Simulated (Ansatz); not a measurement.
A relaxation computed with Ansatz, from input to last step.

```yaml
crystal:
  lattice:
    - [3.0202403427, 0.0, 0.0]
    - [-1.5101201714, 2.6156048623, 0.0]
    - [0.0, 0.0, 13.0095166618]
  atoms:
    - { symbol: W, position: [0.3333333333, 0.6666666667, 0.25] }
    - { symbol: W, position: [0.6666666667, 0.3333333333, 0.75] }
    - { symbol: S, position: [0.3333333333, 0.6666666667, 0.625763685] }
    - { symbol: S, position: [0.6666666667, 0.3333333333, 0.125763685] }
    - { symbol: S, position: [0.3333333333, 0.6666666667, 0.874236315] }
    - { symbol: S, position: [0.6666666667, 0.3333333333, 0.374236315] }
basis:
  ecutwfc: 420
kpoints:
  mp_grid: { grid: [12, 12, 2] }
hamiltonian:
  xc: pbesol
scf:
  occupations: { method: gaussian, width: 0.02 }
output:
  forces: true
  stress: true
  eigenvalues: true
relax:
  adjacent_minimum: "off"
  f_tol: 0.008
  max_steps: 40
  cell: { stress_tol: 0.015, fix: [a, b, gamma] }
```

```bash
ansatz run input.yaml --threads 1 --pin off --max-ram 2560MiB --backend cpu --events-out ev --progress --plain --runs-dir out
```

Theory: DFT PBEsol, scalar-relativistic, plane waves, PAW in Ansatz 0.2.0.

Of 5 frames 4 are shown, positions in Å and forces in eV/Å; the SCF threshold varies from step to step. Steps run on the plane waves of an earlier cell, with a Pulay correction in the pressure. The basis is chosen afresh for the last frame, the zero of the energies, and at times for earlier ones too; energy and pressure step there, also at an unchanged geometry.

```xyz
6
Lattice="3.0202 0.0000 0.0000 -1.5101 2.6156 0.0000 0.0000 0.0000 13.0095" Properties=species:S:1:pos:R:3:forces:R:3 pbc="T T T" step=1 free_energy_over_end_meV_per_atom=0.06 pressure_GPa=8.92
W     0.0000    1.7437    3.2524    0.0000    0.0000    0.0000
W     1.5101    0.8719    9.7571    0.0000    0.0000    0.0000
S     0.0000    1.7437    8.1409    0.0000    0.0000    0.0037
S     1.5101    0.8719    1.6361    0.0000    0.0000    0.0037
S     0.0000    1.7437   11.3734    0.0000    0.0000   -0.0037
S     1.5101    0.8719    4.8686    0.0000    0.0000   -0.0037
6
Lattice="3.0202 0.0000 0.0000 -1.5101 2.6156 0.0000 0.0000 0.0000 12.9601" Properties=species:S:1:pos:R:3:forces:R:3 pbc="T T T" step=2 free_energy_over_end_meV_per_atom=0.00 pressure_GPa=9.01
W     0.0000    1.7437    3.2400    0.0000    0.0000    0.0000
W     1.5101    0.8719    9.7201    0.0000    0.0000    0.0000
S     0.0000    1.7437    8.1041    0.0000    0.0000   -0.0008
S     1.5101    0.8719    1.6241    0.0000    0.0000   -0.0008
S     0.0000    1.7437   11.3360    0.0000    0.0000    0.0008
S     1.5101    0.8719    4.8560    0.0000    0.0000    0.0008
6
Lattice="3.0202 0.0000 0.0000 -1.5101 2.6156 0.0000 0.0000 0.0000 12.9057" Properties=species:S:1:pos:R:3:forces:R:3 pbc="T T T" step=3 free_energy_over_end_meV_per_atom=-0.02 pressure_GPa=9.07
W     0.0000    1.7437    3.2264    0.0000    0.0000    0.0000
W     1.5101    0.8719    9.6793    0.0000    0.0000    0.0000
S     0.0000    1.7437    8.0634    0.0000    0.0000    0.0012
S     1.5101    0.8719    1.6105    0.0000    0.0000    0.0012
S     0.0000    1.7437   11.2952    0.0000    0.0000   -0.0012
S     1.5101    0.8719    4.8424    0.0000    0.0000   -0.0012
6
Lattice="3.0202 0.0000 0.0000 -1.5101 2.6156 0.0000 0.0000 0.0000 12.9127" Properties=species:S:1:pos:R:3:forces:R:3 pbc="T T T" step=5 free_energy_over_end_meV_per_atom=0.00 pressure_GPa=9.07
W     0.0000    1.7437    3.2282    0.0000    0.0000    0.0000
W     1.5101    0.8719    9.6845    0.0000    0.0000    0.0000
S     0.0000    1.7437    8.0686    0.0000    0.0000   -0.0004
S     1.5101    0.8719    1.6123    0.0000    0.0000   -0.0004
S     0.0000    1.7437   11.3004    0.0000    0.0000    0.0004
S     1.5101    0.8719    4.8440    0.0000    0.0000    0.0004
```

Time: 37 s on 1 thread of Intel(R) Xeon(R) Processor @ 2.70GHz, with other jobs on the host, peak memory 0.45 GiB.

Spin–orbit coupling is left out, which can shift energies with elements as heavy as these. The cell holds layers, and where no dispersion correction was added their binding is poorly described.